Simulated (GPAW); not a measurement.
# ZnS (Wurtzite-2H) (P6_3mc) in GPAW: settings compared

One crystal, ZnS (Wurtzite-2H), is run at these levels: vdW-DF, BLYP, mBEEF, PBE; tasks: band structure, dielectric tensor.

Program: GPAW 26.7.0. These are calculated values, not measurements. Logs are shortened: lines on timing, memory, paths and dates and some standing lists are left out, and cuts for length are marked. The log counts tension as positive stress, the text compression.

**Measured values to compare with.**

A printed reference work, monograph reports, for a bulk crystal of ZnS at 4 K: band gap 3.911 eV (direct).

The runs below are set against these values where they give the same quantity.

**1. The structure**

It takes space group P6_3mc (No. 186, hexagonal). The conventional cell has a = 3.811 Å, b = 3.811 Å, c = 6.234 Å, α = 90.00°, β = 90.00°, γ = 120.00°. Zn (site symmetry 3m) is surrounded by 4 S at 2.31 to 2.40 Å. Around S (site symmetry 3m) lie 4 Zn at 2.31 to 2.40 Å.

**2. Band structure, vdW-DF**

run.py reads:

```python
from ase.dft.bandgap import bandgap
from ase.io import read, write
from gpaw import GPAW, PW

atoms = read('ZnS.cif')

calc = GPAW(mode=PW(600),
            xc={'name': 'vdW-DF', 'backend': 'libvdwxc'},
            kpts={'size': (6, 6, 3), 'gamma': True},
            occupations={'name': 'fermi-dirac', 'width': 0.05},
            nbands=31,
            convergence={'density': 1e-05, 'energy': 1e-05},
            maxiter=150,
            txt='gpaw.txt')
atoms.calc = calc
energy = atoms.get_potential_energy()
forces = atoms.get_forces()
calc.write('gs.gpw')
write('result.traj', atoms)
print(f'Energy: {energy:.6f} eV')
print('Forces (eV/A):')
print(forces.round(4))
print('Fermi level:', round(calc.get_fermi_level(), 4), 'eV')
print(f'Gap: {bandgap(calc)[0]:.4f} eV, direct: {bandgap(calc, direct=True)[0]:.4f} eV')

path = atoms.cell.bandpath('GMKGALHA,LM,KH', npoints=80, eps=1e-4)
bs_calc = calc.fixed_density(kpts=path, symmetry='off', nbands=48,
                             convergence={'bands': 'CBM+6.0', 'eigenstates': 1e-6}, txt='bands.txt')
bs = bs_calc.band_structure()
bs.write('bs.json')
print(f'Gap on the path: {bandgap(bs_calc)[0]:.4f} eV')
```

ZnS.cif reads:

```cif
data_ZnS
_cell_length_a 3.81100000
_cell_length_b 3.81100000
_cell_length_c 6.23400000
_cell_angle_alpha 90.00000000
_cell_angle_beta 90.00000000
_cell_angle_gamma 120.00000000
_space_group_name_H-M_alt 'P1'
_space_group_name_Hall 'P 1'
_space_group_IT_number 1
loop_
_space_group_symop_operation_xyz
'x,y,z'
loop_
_atom_site_label
_atom_site_type_symbol
_atom_site_symmetry_multiplicity
_atom_site_Wyckoff_symbol
_atom_site_fract_x
_atom_site_fract_y
_atom_site_fract_z
_atom_site_occupancy
Zn1 Zn 1 a 0.6666666667 0.3333333333 0.5000000000 1
Zn2 Zn 1 a 0.3333333333 0.6666666667 0.0000000000 1
S1 S 1 a 0.6666666667 0.3333333333 0.8850000000 1
S2 S 1 a 0.3333333333 0.6666666667 0.3850000000 1
```

Potentials or basis: GPAW PAW data sets (gpaw-data 1.2.1), pw.

On the command line:

```sh
> OMP_NUM_THREADS=1 python run.py
```

gpaw.txt:

```text
__  _  _
 | _ |_)|_||  |
 |__||  | ||/\| - 26.7.0

Input parameters:
  mode=PW(ecut=600.0),
  convergence={'density': 1e-05, 'energy': 1e-05},
  kpts=MonkhorstPack(size=(6, 6, 3), gamma=True),
  maxiter=150,
  nbands=31,
  occupations=Occupations(name='fermi-dirac', width=0.05),
  xc=XC(name='vdW-DF', backend='libvdwxc')

Diagonalizing LCAO Hamiltonian
Converting LCAO to pw mode

            S

            Zn
        S

        Zn

Atoms  # Å, Bohr magnetons
|   | symbol |         x |        y |        z |    initial magnetic moments |
|---|--------|-----------|----------|----------|-----------------------------|
| 0 |     Zn |  1.905500 | 1.100141 | 3.117000 | ( 0.0000,  0.0000,  0.0000) |
| 1 |     Zn | -0.000000 | 2.200282 | 0.000000 | ( 0.0000,  0.0000,  0.0000) |
| 2 |      S |  1.905500 | 1.100141 | 5.517090 | ( 0.0000,  0.0000,  0.0000) |
| 3 |      S | -0.000000 | 2.200282 | 2.400090 | ( 0.0000,  0.0000,  0.0000) |

Unit cell  # Å
| periodic |         x |        y |        z |  lengths |     angles |
|----------|-----------|----------|----------|----------|------------|
|      yes |  3.811000 | 0.000000 | 0.000000 | 3.811000 |  90.000000 |
|      yes | -1.905500 | 3.300423 | 0.000000 | 3.811000 |  90.000000 |
|      yes |  0.000000 | 0.000000 | 6.234000 | 6.234000 | 120.000000 |

Number of symmetries: 6
Symmetry operations  # r_c * U_cc + t_c -> r_c
|   | kind |            matrix            |
|---|------|------------------------------|
| 0 |  σ   |  1, 1, 0,  0,-1, 0,  0, 0, 1 |
| 1 |  E   |  1, 0, 0,  0, 1, 0,  0, 0, 1 |
| 2 |  C3  |  0, 1, 0, -1,-1, 0,  0, 0, 1 |
| 3 |  σ   |  0,-1, 0, -1, 0, 0,  0, 0, 1 |
| 4 |  σ   | -1, 0, 0,  1, 1, 0,  0, 0, 1 |
| 5 |  C3  | -1,-1, 0,  1, 0, 0,  0, 0, 1 |

BZ-sampling:
  Number of BZ points: 108
  Number of IBZ points: 17

  Monkhorst-Pack size: [6, 6, 3]
  Monkhorst-Pack shift: [0.08333333333333333, 0.08333333333333333, 0.0]

K-points  # in reciprocal-cell coordinates
|     |                                coordinates |     weight |
|-----|--------------------------------------------|------------|
|   0 | (  0.00000000,   0.00000000,   0.00000000) | 0.00925926 |
|   1 | (  0.00000000,   0.00000000,   0.33333333) | 0.01851852 |
|   2 | (  0.16666667,   0.00000000,  -0.33333333) | 0.05555556 |
|   3 | (  0.16666667,   0.00000000,   0.00000000) | 0.05555556 |
|   4 | (  0.16666667,   0.00000000,   0.33333333) | 0.05555556 |
|   5 | (  0.33333333,  -0.16666667,   0.00000000) | 0.05555556 |
|   6 | (  0.33333333,  -0.16666667,   0.33333333) | 0.11111111 |
|   7 | (  0.33333333,   0.00000000,  -0.33333333) | 0.05555556 |
|   8 | (  0.33333333,   0.00000000,   0.00000000) | 0.05555556 |
|   9 | (  0.33333333,   0.00000000,   0.33333333) | 0.05555556 |
| ... |                                            |            |
|  16 | (  0.50000000,   0.50000000,   0.33333333) | 0.05555556 |

Plane wave coefficients: 2641
Cutoff: 600.0 eV

Spin-components: 1 (collinear spins)
Bands:           31
Projectors:      22
Spin-degeneracy: 2
Datatype:        complex128

Parallelization:
  kpt:    1
  domain: 1
  band:   1

Density:
  Valence electrons: 36.0
  Components: 1
  Grid points: [24 24 36]
  Charge: 0.0  # |e|

Potential:
  Grid points: [24 24 36]

species:
  Zn:
    name:    Zinc
    Z:       30.0
    valence: 12
    core:    18
    charge:  0.0  # [|e|]
    compensation charges:
      type: gauss
      rc: 0.37  # [Å]
      lmax: 2
    cutoffs:
      filter: 2.14  # [Å]
      core: 2.28  # [Å]
    projectors
    | kind |    occ | energy [eV] | rcut [Å] |
    |------|--------|-------------|----------|
    |   4s |  2.000 |      -5.896 |    1.286 |
    |   4p |  0.000 |      -1.089 |    1.270 |
    |   3d | 10.000 |     -10.079 |    1.180 |
    |    s |        |      21.315 |    1.286 |
    |    p |        |      26.122 |    1.270 |
    |    d |        |      17.133 |    1.180 |

    Using partial waves for Zn as LCAO basis

  S:
    name:    Sulfur
    Z:       16.0
    valence: 6
    core:    10
    charge:  0.0  # [|e|]
    compensation charges:
      type: gauss
      rc: 0.24  # [Å]
      lmax: 2
    cutoffs:
      filter: 1.77  # [Å]
      core: 1.66  # [Å]
    projectors
    | kind |    occ | energy [eV] | rcut [Å] |
    |------|--------|-------------|----------|
    |   3s |  2.000 |     -17.230 |    0.974 |
    |   3p |  4.000 |      -6.978 |    0.979 |
    |    s |        |       9.981 |    0.974 |
    |    p |        |      20.234 |    0.979 |
    |    d |        |       0.000 |    0.900 |

    Using partial waves for S as LCAO basis

Reference energy: -119451.774830  # eV

eigensolver:
  PPCG
  Converge bands: occupied
  niter=2

density mixing:
  MSR1-Mixer
  Pratt-step length: 0.05
  Maximum mixing coefficient: 0.75
  Old densities: 10
  SVD Regularization: 0.005
  Good broyden scale: 1.0
  Trust region scale: 1.0
  Backstep threshold: 4.0
  History deletion threshold: 6.0
  Fourier metric: weight=20.0, sigma=0.015

occupation numbers:
  Fermi-Dirac:
    width: 0.0500  # eV

poisson solver:
  ecut: 4800.0  # eV

xc functional:
  name: vdW-DF with libvdwxc
  Mode: serial
  Semilocal: GGA_X_PBE_R+LDA_C_PW with 2 nearest neighbor stencil
  Local blocksize: 48 x 48 x 72
  PAW datasets: revPBE

convergence criteria:
- Maximum integral of absolute [dens]ity change: 1e-05 electrons / valence electron
- Maximum [total energy] change in last 3 cyles: 1e-05 eV / valence electron
- Maximum integral of absolute [eigenst]ate change: 4e-08 eV^2 / valence electron
maximum number of iterations: 150

SCF iterations
|iter     | |      energy | eigst |  dens |
|---------|-|-------------|-------|-------|
|iter:   1| | -111.299180 | +0.03 |       |
|iter:   2| | -111.124963 | -1.54 | -1.15 |
|iter:   3| | -110.490293 | -0.91 | -1.19 |
|iter:   4| | -110.498660 | -2.49 | -1.83 |
|iter:   5| | -110.502444 | -3.27 | -2.19 |
|iter:   6| | -110.501884 | -3.68 | -2.77 |
|iter:   7| | -110.501919 | -4.67 | -3.61 |
|iter:   8| | -110.501934c| -5.50 | -3.87 |
|iter:   9| | -110.501934c| -7.36 | -4.63 |
|iter:  10| | -110.501934c| -8.45c| -5.13c|

Converged in 10 steps
Energy contributions relative to reference atoms: (reference = -119451.774830)

Energy contributions:
  Kinetic:          44.603853
  Coulomb:         -38.339261
  Zero:             -0.112407
  External:          0.000000
  Xc:             -116.654119
  Entropy:          -0.000000
  Spinorbit:         0.000000
  ----------------------------
  Free energy:    -110.501934
  Extrapolated:   -110.501934

dipole moment: (-0.000001, 0.000001, -7.411648)  # |e|*Ang

Fermi level: 4.800
Eigenvalues  # (at kpt = [0.000, 0.000, 0.000])
| band index |      eig [eV] | occ [0-2] |
|------------|---------------|-----------|
|          0 |        -9.269 |     2.000 |
|        ... |               |           |
|         10 |        -2.126 |     2.000 |
|         11 |        -1.953 |     2.000 |
|         12 |        -1.214 |     2.000 |
|         13 |         2.994 |     2.000 |
|         14 |         2.994 |     2.000 |
|         15 |         3.812 |     2.000 |
[... 8 lines left out ...]
|         24 |        11.566 |     0.000 |
|         25 |        13.287 |     0.000 |
|        ... |               |           |
|         30 |        16.155 |     0.000 |

Gap: 2.448 eV
Transition (v -> c):
  (s=0, k=0, n=17, [0.00, 0.00, 0.00]) -> (s=0, k=0, n=18, [0.00, 0.00, 0.00])
No difference between direct/indirect transitions

Forces  # eV/Ang
|        x |        y |        z |
|----------|----------|----------|
| -0.00000 | -0.00000 |  0.36091 |  # Zn   0
|  0.00000 |  0.00000 |  0.36091 |  # Zn   1
|  0.00000 | -0.00000 | -0.36095 |  # S    2
|  0.00000 |  0.00000 | -0.36095 |  # S    3

# Writing to gs.gpw (mode='')
```

It took 2.6 min on 1 thread of Arm Neoverse V1, shared host; peak memory 0.46 GiB.

What came out:

```
Free energy             : -110.5019 eV
Largest force           : 0.361 eV/Å
Band gap on the k mesh  : 2.45 eV, direct
Band gap along the path : 2.45 eV, direct
```

Forces in eV/Å, atoms in the order of the input:
```
Zn   0.000  0.000  0.361
Zn   0.000  0.000  0.361
S    0.000  0.000 -0.361
S    0.000  0.000 -0.361
```

Levels at the corners of the path, in eV from the valence-band top:
| point | band 14 | band 15 | band 16 | band 17 | band 18 | band 19 | band 20 | band 21 | band 22 | band 23 |
| --- | --- | --- | --- | --- | --- | --- | --- | --- | --- | --- |
| Γ | -0.83 | -0.83 | -0.01 | -0.01 | 0.00 | 2.45 | 3.18 | 6.44 | 6.44 | 6.76 |
| M | -4.13 | -3.06 | -2.18 | -1.50 | -0.95 | 3.79 | 4.42 | 5.33 | 7.26 | 7.52 |
| K | -4.26 | -3.77 | -2.15 | -2.14 | -2.14 | 4.64 | 6.01 | 6.01 | 8.04 | 8.08 |
| Γ | -0.83 | -0.83 | -0.01 | -0.01 | 0.00 | 2.45 | 3.18 | 6.44 | 6.44 | 6.76 |
| A | -2.70 | -0.43 | -0.43 | -0.43 | -0.43 | 3.69 | 3.69 | 6.87 | 6.87 | 6.87 |
| L | -4.82 | -1.61 | -1.61 | -1.48 | -1.48 | 3.79 | 3.79 | 5.32 | 5.32 | 9.08 |
| H | -4.68 | -3.03 | -3.03 | -1.21 | -1.21 | 4.71 | 4.71 | 6.63 | 6.63 | 7.45 |
| A | -2.70 | -0.43 | -0.43 | -0.43 | -0.43 | 3.69 | 3.69 | 6.87 | 6.87 | 6.87 |
| L | -4.82 | -1.61 | -1.61 | -1.48 | -1.48 | 3.79 | 3.79 | 5.32 | 5.32 | 9.08 |
| M | -4.13 | -3.06 | -2.18 | -1.50 | -0.95 | 3.79 | 4.42 | 5.33 | 7.26 | 7.52 |
| K | -4.26 | -3.77 | -2.15 | -2.14 | -2.14 | 4.64 | 6.01 | 6.01 | 8.04 | 8.08 |
| H | -4.68 | -3.03 | -3.03 | -1.21 | -1.21 | 4.71 | 4.71 | 6.63 | 6.63 | 7.45 |

Caveat: the PAW data sets were made with another functional, which shifts forces and pressure a little.

**3. Band structure, BLYP**

run.py, as its differences from that of step 2:

```diff
@@ -2,3 +2,6 @@
 from ase.io import read, write
-from gpaw import GPAW, PW
+from ase.units import GPa
+from gpaw import GPAW, PW, setup_paths
+
+setup_paths.insert(0, '.')
 
@@ -7,3 +10,3 @@
 calc = GPAW(mode=PW(600),
-            xc={'name': 'vdW-DF', 'backend': 'libvdwxc'},
+            xc='BLYP',
             kpts={'size': (6, 6, 3), 'gamma': True},
@@ -12,2 +15,3 @@
             convergence={'density': 1e-05, 'energy': 1e-05},
+            eigensolver='davidson',
             maxiter=150,
@@ -17,2 +21,3 @@
 forces = atoms.get_forces()
+stress = atoms.get_stress()
 calc.write('gs.gpw')
@@ -22,2 +27,3 @@
 print(forces.round(4))
+print('Stress (GPa):', (stress / GPa).round(3))
 print('Fermi level:', round(calc.get_fermi_level(), 4), 'eV')
```

ZnS.cif is that of step 2.

Potentials or basis: PAW data sets generated in the run's folder for this functional, pw.

On the command line:

```sh
> gpaw-setup -f BLYP S Zn
> OMP_NUM_THREADS=1 python run.py
```

Wall time 3.2 min (1 thread of Arm Neoverse V1, shared host); peak memory 0.42 GiB.

It converged, with:

```
Free energy             : -11.5591 eV
Pressure                : 5.6 GPa
Largest force           : 0.329 eV/Å
Band gap on the k mesh  : 2.23 eV, direct
Band gap along the path : 2.23 eV, direct
```

Forces on the atoms (eV/Å):
```
Zn   0.000  0.000  0.329
Zn   0.000  0.000  0.329
S    0.000  0.000 -0.329
S    0.000  0.000 -0.329
```

Stress tensor (GPa, compression positive):
```
6.18 0.00 0.00
0.00 6.18 0.00
0.00 0.00 4.32
```

Levels at the corners of the path, in eV from the valence-band top:
| point | band 16 | band 17 | band 18 | band 19 | band 20 | band 21 |
| --- | --- | --- | --- | --- | --- | --- |
| Γ | -0.01 | -0.01 | 0.00 | 2.23 | 2.98 | 6.31 |
| M | -2.22 | -1.52 | -0.97 | 3.67 | 4.25 | 5.28 |
| K | -2.18 | -2.17 | -2.17 | 4.62 | 5.85 | 5.85 |
| Γ | -0.01 | -0.01 | 0.00 | 2.23 | 2.98 | 6.31 |
| A | -0.45 | -0.45 | -0.45 | 3.49 | 3.49 | 6.75 |
| L | -1.64 | -1.51 | -1.51 | 3.66 | 3.66 | 5.21 |
| H | -3.06 | -1.24 | -1.24 | 4.56 | 4.56 | 6.60 |
| A | -0.45 | -0.45 | -0.45 | 3.49 | 3.49 | 6.75 |
| L | -1.64 | -1.51 | -1.51 | 3.66 | 3.66 | 5.21 |
| M | -2.22 | -1.52 | -0.97 | 3.67 | 4.25 | 5.28 |
| K | -2.18 | -2.17 | -2.17 | 4.62 | 5.85 | 5.85 |
| H | -3.06 | -1.24 | -1.24 | 4.56 | 4.56 | 6.60 |

**4. Band structure, mBEEF**

run.py, as its differences from that of step 3:

```diff
@@ -1,12 +1,19 @@
+from ase import Atoms
 from ase.dft.bandgap import bandgap
-from ase.io import read, write
+from ase.io import write
 from ase.units import GPa
-from gpaw import GPAW, PW, setup_paths
+from gpaw import GPAW, PW
 
-setup_paths.insert(0, '.')
-
-atoms = read('ZnS.cif')
+atoms = Atoms(['Zn', 'Zn', 'S', 'S'],
+              cell=[[3.811, 0.0, 0.0],
+                    [-1.9055, 3.3004228138, 0.0],
+                    [0.0, 0.0, 6.234]],
+              scaled_positions=[[0.6666666667, 0.3333333333, 0.5],
+                                [0.3333333333, 0.6666666667, 0.0],
+                                [0.6666666667, 0.3333333333, 0.885],
+                                [0.3333333333, 0.6666666667, 0.385]],
+              pbc=True)
 
 calc = GPAW(mode=PW(600),
-            xc='BLYP',
+            xc='mBEEF',
             kpts={'size': (6, 6, 3), 'gamma': True},
@@ -15,3 +22,2 @@
             convergence={'density': 1e-05, 'energy': 1e-05},
-            eigensolver='davidson',
             maxiter=150,
@@ -31,3 +37,3 @@
 
-path = atoms.cell.bandpath('GMKGALHA,LM,KH', npoints=80, eps=1e-4)
+path = atoms.cell.bandpath('GMKGALHA,LM,KH', npoints=100, eps=1e-4)
 bs_calc = calc.fixed_density(kpts=path, symmetry='off', nbands=48,
```

Potentials or basis: GPAW PAW data sets (gpaw-data 1.2.1), pw.

On the command line:

```sh
> OMP_NUM_THREADS=1 python run.py
```

It took 10 min on 1 thread of Arm Neoverse V1, shared host; peak memory 0.58 GiB.

It converged, with:

| Item | Value |
| --- | --- |
| Free energy | -184.2071 eV |
| Pressure | 1.6 GPa |
| Largest force | 0.325 eV/Å |
| Band gap on the k mesh | 3.08 eV, direct |
| Band gap along the path | 3.08 eV, direct |

Forces on the atoms (eV/Å):
```
Zn   0.000  0.000  0.325
Zn   0.000  0.000  0.325
S    0.000  0.000 -0.325
S    0.000  0.000 -0.325
```

Stress tensor (GPa, compression positive):
```
2.24 0.00 0.00
0.00 2.24 0.00
0.00 0.00 0.22
```

Levels at the corners of the path, in eV from the valence-band top:
```
point  band 14  band 15  band 16  band 17  band 18  band 19  band 20  band 21  band 22  band 23
    Γ    -0.86    -0.86    -0.01    -0.01     0.00     3.08     3.69     6.94     6.94     7.24
    M    -4.19    -3.11    -2.25    -1.50    -0.99     4.28     4.95     5.87     7.79     8.15
    K    -4.34    -3.80    -2.18    -2.17    -2.17     5.21     6.52     6.52     8.68     8.68
    Γ    -0.86    -0.86    -0.01    -0.01     0.00     3.08     3.69     6.94     6.94     7.24
    A    -2.70    -0.45    -0.45    -0.45    -0.45     4.23     4.23     7.37     7.37     7.37
    L    -4.87    -1.66    -1.66    -1.53    -1.53     4.33     4.33     5.81     5.81     9.69
    H    -4.75    -3.05    -3.05    -1.27    -1.27     5.21     5.21     7.25     7.25     8.03
    A    -2.70    -0.45    -0.45    -0.45    -0.45     4.23     4.23     7.37     7.37     7.37
    L    -4.87    -1.66    -1.66    -1.53    -1.53     4.33     4.33     5.81     5.81     9.69
    M    -4.19    -3.11    -2.25    -1.50    -0.99     4.28     4.95     5.87     7.79     8.15
    K    -4.34    -3.80    -2.18    -2.17    -2.17     5.21     6.52     6.52     8.68     8.68
    H    -4.75    -3.05    -3.05    -1.27    -1.27     5.21     5.21     7.25     7.25     8.03
```

Caveat: the PAW data sets were made with another functional, which shifts forces and pressure a little.

(Continued in part 2 of 2.)
